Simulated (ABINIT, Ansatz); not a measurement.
# GaAs (F-43m): G0W0 with ABINIT, start to end

Aim: the G0W0 gap of GaAs (F-43m) on PBE, step by step.

Program: ABINIT 10.8.3. Level of theory: PBE and many-body steps on it, plane waves. Results are calculated unless marked as measured.

**The experiments to reproduce.**

- Gap 1.51 eV: band-edge emission energy from PL (direct gap at Gamma); photoluminescence, 633 nm excitation; 77 K; bulk crystal (MBE GaAs matrix around a thin InAs wetting layer on semi-insulating GaAs (100)) (“Photoluminescence of InAs/GaAs quantum dots under direct two-photon excitation”, 2020, pmc:7331710).

- Gap 1.42 eV: band-edge photoluminescence emission energy of the GaAs substrate; time-integrated photoluminescence; 300 K; bulk crystal ((001) GaAs substrate beneath GaBiAs epilayers) (“Investigation of the anisotropic electron g factor as a probe of the electronic structure of GaBixAs1-x/GaAs epilayers”, 2014, arxiv:1409.8467).

- Gap 1.418 ± 0.005 eV: direct gap E0 at Gamma from PR; modulated photoreflectance, low-field lineshape fit; 300 K; bulk crystal (semi-insulating GaAs(001) reference substrate) (“Evidence of valence band perturbations in GaAsN/GaAs(001): A combined variable-angle spectroscopic ellipsometry and modulated photoreflectance investigation”, 2008, arxiv:0805.2212).

- Gap 1.412 ± 0.01 eV: direct gap E0 at Gamma from ellipsometry; variable-angle spectroscopic ellipsometry, parametric critical-point fit; 300 K; bulk crystal (semi-insulating GaAs(001) reference substrate with native oxide) (“Evidence of valence band perturbations in GaAsN/GaAs(001): A combined variable-angle spectroscopic ellipsometry and modulated photoreflectance investigation”, 2008, arxiv:0805.2212).

Report form: the programs' logs are mostly left out.

### Step 1. The starting structure

It takes space group F-43m (No. 216, cubic). Conventional cell: a = 5.654 Å, b = 5.654 Å, c = 5.654 Å, α = 90.00°, β = 90.00°, γ = 90.00°. Nearest to Ga lie 4 As at 2.45 Å. Nearest to As lie 4 Ga at 2.45 Å. Farther neighbours are not listed.

The cell and positions come from the Crystallography Open Database and are kept as given unless a step says otherwise.

### Step 2. Ground state

This step: ABINIT 10.8.3; DFT, PBE, plane waves, norm-conserving pseudopotentials.

The ground-state density comes first.

run.abi

```
acell 3*1.0 Angstrom
rprim 
  0.000000000000 2.826850000000 2.826850000000
  2.826850000000 0.000000000000 2.826850000000
  2.826850000000 2.826850000000 0.000000000000
ntypat 2
znucl 31 33
natom 2
typat 1 2
xred 
  0.000000000000 0.000000000000 0.000000000000
  0.250000000000 0.250000000000 0.250000000000
pp_dirpath "pseudos"
pseudos "Ga.upf, As.upf"
ecut 45
ngkpt 6 6 6
nshiftk 1
shiftk 0 0 0
kptopt 1
chksymbreak 0
nband 27
occopt 1
tolvrs 1e-10
nstep 60
prtwf 0
optforces 0
optstress 0
indata_prefix "in"
outdata_prefix "out"
tmpdata_prefix "tmp"
```

On the command line:

```console
$ OMP_NUM_THREADS=1 mpirun -n 4 abinit run.abi > log
```

Elapsed: 19 s, on 4 MPI ranks of Arm Neoverse V2, shared host; peak memory 0.39 GiB.

This step gave:

```yaml
total_energy: -15063.8764 eV
gap: 0.5078 eV
k_of_the_valence_top: 0, 0, 0
k_of_the_conduction_bottom: 0, 0, 0
least_direct_gap: 0.5078 eV
```

The gap is direct, at Γ.

### Step 3. Bands along the symmetry lines

The cheap functional maps the bands first; the places of the edges decide which points the dearer methods must see.

run.abi

```
acell 3*1.0 Angstrom
rprim 
  0.000000000000 2.826850000000 2.826850000000
  2.826850000000 0.000000000000 2.826850000000
  2.826850000000 2.826850000000 0.000000000000
ntypat 2
znucl 31 33
natom 2
typat 1 2
xred 
  0.000000000000 0.000000000000 0.000000000000
  0.250000000000 0.250000000000 0.250000000000
pp_dirpath "pseudos"
pseudos "Ga.upf, As.upf"
ecut 45
iscf -2
irdden 1
kptopt 0
nkpt 50
kpt 
  0.00000000 0.00000000 0.00000000
  -0.06250000 -0.06250000 0.00000000
  -0.12500000 -0.12500000 0.00000000
  -0.18750000 -0.18750000 0.00000000
  -0.25000000 -0.25000000 0.00000000
  -0.31250000 -0.31250000 0.00000000
  -0.37500000 -0.37500000 0.00000000
  -0.43750000 -0.43750000 0.00000000
  -0.50000000 -0.50000000 0.00000000
  -0.48437500 -0.48437500 0.03125000
  -0.46875000 -0.46875000 0.06250000
  -0.45312500 -0.45312500 0.09375000
  -0.43750000 -0.43750000 0.12500000
  -0.42187500 -0.42187500 0.15625000
  -0.40625000 -0.40625000 0.18750000
  -0.39062500 -0.39062500 0.21875000
  -0.37500000 -0.37500000 0.25000000
  -0.37500000 0.00000000 0.37500000
  -0.32812500 0.00000000 0.32812500
  -0.28125000 0.00000000 0.28125000
  -0.23437500 0.00000000 0.23437500
  -0.18750000 0.00000000 0.18750000
  -0.14062500 0.00000000 0.14062500
  -0.09375000 0.00000000 0.09375000
  -0.04687500 0.00000000 0.04687500
  0.00000000 0.00000000 0.00000000
  0.00000000 0.00000000 0.06250000
  0.00000000 0.00000000 0.12500000
  0.00000000 0.00000000 0.18750000
  0.00000000 0.00000000 0.25000000
  0.00000000 0.00000000 0.31250000
  0.00000000 0.00000000 0.37500000
  0.00000000 0.00000000 0.43750000
  -0.00000000 -0.00000000 0.50000000
  -0.06250000 -0.03125000 0.46875000
  -0.12500000 -0.06250000 0.43750000
  -0.18750000 -0.09375000 0.40625000
  -0.25000000 -0.12500000 0.37500000
  -0.31250000 -0.15625000 0.34375000
  -0.37500000 -0.18750000 0.31250000
  -0.43750000 -0.21875000 0.28125000
  -0.50000000 -0.25000000 0.25000000
  -0.50000000 -0.28125000 0.21875000
  -0.50000000 -0.31250000 0.18750000
  -0.50000000 -0.34375000 0.15625000
  -0.50000000 -0.37500000 0.12500000
  -0.50000000 -0.40625000 0.09375000
  -0.50000000 -0.43750000 0.06250000
  -0.50000000 -0.46875000 0.03125000
  -0.50000000 -0.50000000 0.00000000
istwfk *1
nband 29
nbdbuf 2
tolwfr 1e-08
nstep 40
prtwf 0
prtvol 0
indata_prefix "in"
outdata_prefix "out"
tmpdata_prefix "tmp"
```

Elapsed: 22 s, on 4 MPI ranks; peak memory 0.39 GiB.

Numbers from this step:

* gap: 0.5078 eV
* k of the valence top: 0, 0, 0
* k of the conduction bottom: 0, 0, 0
* least direct gap: 0.5078 eV

The gap is 0.508 eV, as in the run before at this level.

The electronic bands at the labelled points (eV, zero at the top of the highest filled band):

```tsv
point	band 19	band 20	band 21	band 22	band 23	band 24	band 25	band 26
Γ	-12.73	0.00	0.00	0.00	0.51	3.74	3.74	3.74
halfway	-11.80	-4.09	-1.69	-1.69	1.99	3.27	6.62	6.62
X	-10.23	-6.82	-2.68	-2.68	1.47	1.66	10.18	10.18
halfway	-10.22	-6.77	-3.20	-2.57	1.66	2.57	9.21	9.43
U	-10.27	-6.63	-3.86	-2.26	1.97	4.64	7.96	8.07
jump to K	-10.27	-6.63	-3.86	-2.26	1.97	4.64	7.96	8.07
halfway	-11.72	-4.56	-2.44	-0.68	2.68	4.77	4.81	5.65
Γ	-12.73	0.00	0.00	0.00	0.51	3.74	3.74	3.74
halfway	-12.04	-4.14	-0.68	-0.68	1.45	4.60	4.60	5.96
L	-10.97	-6.64	-1.14	-1.14	1.00	4.65	4.65	7.76
halfway	-10.63	-6.49	-3.22	-1.94	3.03	4.18	6.35	7.70
W	-10.17	-6.63	-3.53	-3.34	4.62	4.73	5.42	6.05
halfway	-10.20	-6.73	-3.14	-3.04	2.56	2.76	8.15	8.36
X	-10.23	-6.82	-2.68	-2.68	1.47	1.66	10.18	10.18
```

### Step 4. Empty states on the mesh, 4×4×4 mesh, 68 bands

The sums over transitions need many empty states on a uniform mesh; this step solves for them.

run.abi

```
acell 3*1.0 Angstrom
rprim 
  0.000000000000 2.826850000000 2.826850000000
  2.826850000000 0.000000000000 2.826850000000
  2.826850000000 2.826850000000 0.000000000000
ntypat 2
znucl 31 33
natom 2
typat 1 2
xred 
  0.000000000000 0.000000000000 0.000000000000
  0.250000000000 0.250000000000 0.250000000000
pp_dirpath "pseudos"
pseudos "Ga.upf, As.upf"
ecut 45
ngkpt 4 4 4
nshiftk 1
shiftk 0 0 0
kptopt 1
chksymbreak 0
iscf -2
irdden 1
istwfk *1
nband 68
nbdbuf 6
tolwfr 1e-09
nstep 60
prtvol 0
indata_prefix "in"
outdata_prefix "out"
tmpdata_prefix "tmp"
```

Elapsed: 12 s, on 4 MPI ranks; peak memory 0.34 GiB.

Numbers from this step:

```
gap                                                           : 0.5078 eV
k of the valence top                                          : 0, 0, 0
k of the conduction bottom                                    : 0, 0, 0
least direct gap                                              : 0.5078 eV
k points computed                                             : 8
lowest point of the top converged band, above the valence top : 42.46 eV
```

On this mesh the gap is 0.508 eV.

### Step 5. Screening, 4×4×4 mesh, 62 bands, screening to 119.7 eV

The RPA dielectric matrix is built and inverted for each q.

This step: RPA screening on PBE, plane waves, norm-conserving pseudopotentials.

run.abi: that of step 4 with these lines changed.

```diff
@@ -20,10 +20,11 @@
 chksymbreak 0
-iscf -2
-irdden 1
 istwfk *1
-nband 68
-nbdbuf 6
-tolwfr 1e-09
-nstep 60
-prtvol 0
+occopt 1
+irdwfk 1
+optdriver 3
+nband 62
+ecuteps 4.4
+inclvkb 2
+awtr 1
+symchi 1
 indata_prefix "in"
```

Wall time 17 s (4 MPI ranks); peak memory 0.86 GiB.

Numbers from this step:

| Item | Value |
| --- | --- |
| ε∞ with local fields, on this mesh, along the program's q direction | 139.9 |
| the same without local fields | 149.5 |
| plasma frequency | 36.65 eV |
| plane waves in the screening matrix | 137 |

Local fields lower ε∞ by 6 %. The value itself is an artefact of the mesh, where one narrow direct gap carries too much weight.

### Step 6. Self-energy, 4×4×4 mesh, 62 bands, screening to 119.7 eV

The self-energy is evaluated for the states that the input lists, and the levels follow from it, in one-shot runs by the linearised quasiparticle equation.

This step: G0W0 on PBE, plane waves, norm-conserving pseudopotentials.

run.abi: that of step 5 with these lines changed.

```diff
@@ -23,8 +23,15 @@
 irdwfk 1
-optdriver 3
+optdriver 4
 nband 62
+gwcalctyp 0
+ecutsigx 45
+symsigma 1
+nkptgw 1
+kptgw 
+  0.0000000000 0.0000000000 0.0000000000
+bdgw 
+  20 26
 ecuteps 4.4
-inclvkb 2
-awtr 1
-symchi 1
+irdscr 1
+ppmodel 1
 indata_prefix "in"
```

Wall time 3.8 s (4 MPI ranks); peak memory 0.68 GiB.

This step gave:

| Property | Result |
| --- | --- |
| G0W0 gap on the points computed | 1.174 eV |
| starting gap on the mesh | 0.5078 eV |
| k of the valence top | 0, 0, 0 |
| k of the conduction bottom | 0, 0, 0 |
| Z at the valence top | 0.797 |
| Z at the conduction bottom | 0.802 |
| least direct G0W0 gap on the computed points | 1.174 eV |

The gap on the mesh goes from 0.51 eV to 1.17 eV, a correction of +0.67 eV.

Limits: finite bands, cutoff and mesh; no spin-orbit coupling; coarse k mesh. v1 is the top filled band, c1 the lowest empty one. Levels before and after the correction, in eV, zero at the valence-band top of each column:

```tsv
	conduction bottom	valence top
Kohn-Sham	0.51	0.00
G0W0	1.17	0.00
```

```tsv
	level	energy (eV)
Kohn-Sham	Γ v3-v1	0.000
Kohn-Sham	Γ c1	0.508
Kohn-Sham	Γ c2-c4	3.737
G0W0	Γ v3-v1	0.000
G0W0	Γ c1	1.174
G0W0	Γ c2-c4	4.226
```

### Step 7. Where the time went

Times are wall times on 4 MPI ranks of Arm Neoverse V2, shared host, good to a factor of about two.

```tsv
step	time	share	memory (GiB)
ground state	19 s	26 %	0.39
bands along the symmetry lines	22 s	30 %	0.39
empty states on the mesh	12 s	17 %	0.34
screening	17 s	23 %	0.86
self-energy	3.8 s	5 %	0.68
```

### Step 8. Summary of results

| Quantity | Value |
| --- | --- |
| PBE gap | 0.51 eV, direct |
| G0W0 gap on the mesh | 1.17 eV |
| GW settings | 4×4×4 mesh, 62 bands, screening to 119.7 eV, Godby-Needs plasmon pole |
| known limits | not at the basis limit; screening runs away on this mesh; no spin-orbit coupling; coarse k mesh |

**Reading.** G0W0 moves the gap on the mesh from 0.51 eV to 1.17 eV (+0.67 eV), with Z of 0.80 and 0.80 at the edges. Local fields lower the RPA ε∞ on this mesh from 149.54 to 139.90; a Γ-centred mesh this coarse tends to raise both, most where the direct gap is narrow, while a short band sum lowers them. Only 1 of the mesh's irreducible points was corrected, so a valley elsewhere could overtake. Against experiment, by G0W0@PBE: the direct gap of 1.17 eV lies −0.34 eV from the measured 1.51 eV (exciton, 77 K, 2020); the direct gap of 1.17 eV lies −0.25 eV from the measured 1.42 eV (exciton, 300 K, 2014); the direct gap of 1.17 eV lies −0.24 eV from the measured 1.418 ± 0.005 eV (direct, 300 K, 2008); the direct gap of 1.17 eV lies −0.24 eV from the measured 1.412 ± 0.01 eV (direct, 300 K, 2008). An exciton line or allowed optical edge lies below the quasiparticle gap by the binding energy; a forbidden edge can push the onset above it. The calculation has static nuclei and no excitons; a measured gap holds zero-point and thermal motion, which mostly lowers it. Bands and cutoff are finite, so the gap is not at the basis limit. The miss can reach some tenths of an eV and take either sign; the mesh is an error of its own. In the G0W0 run levels were corrected at 1 k point alone, so a gap called «on the mesh» is the least over those, and an edge elsewhere would be missed. The 4×4×4 mesh is coarse for this cell, which bears on the long-range parts of exchange and screening. On this mesh the RPA ε∞ passes 90, more than nearly any semiconductor shows; a coarse mesh does this where one point with a narrow direct gap carries much weight. The screening is then too strong, and the G0W0 gap should not be taken as the material's. The many-body steps are scalar-relativistic: spin-orbit coupling is not in them.

[Paths, hosts, dates, memory and timing lines, banners, echoed tables and standing remarks are left out of the program output.]

[Logs are printed without paths, hosts, clocks, repeated set-up lines and the standing remarks that a program may print on its own settings, such as how far it seeks lower states.]

[Runs of the session that timed out or met a known fault of the program may be left out.]

[Hosts, paths, dates, database ids (printed as entryN), source tags and the programs' standing remarks are cut or masked in the printed files.]

[G0W0 gaps are taken among the corrected bands and points alone; a level outside them can change the order at an edge.]

[Where Ansatz stands beside ABINIT at settings called matched, ABINIT's density can come from a denser mesh and the files from another edition; pairs whose starting gaps differed by over 0.03 eV were left out, so agreement reads better than it is.]
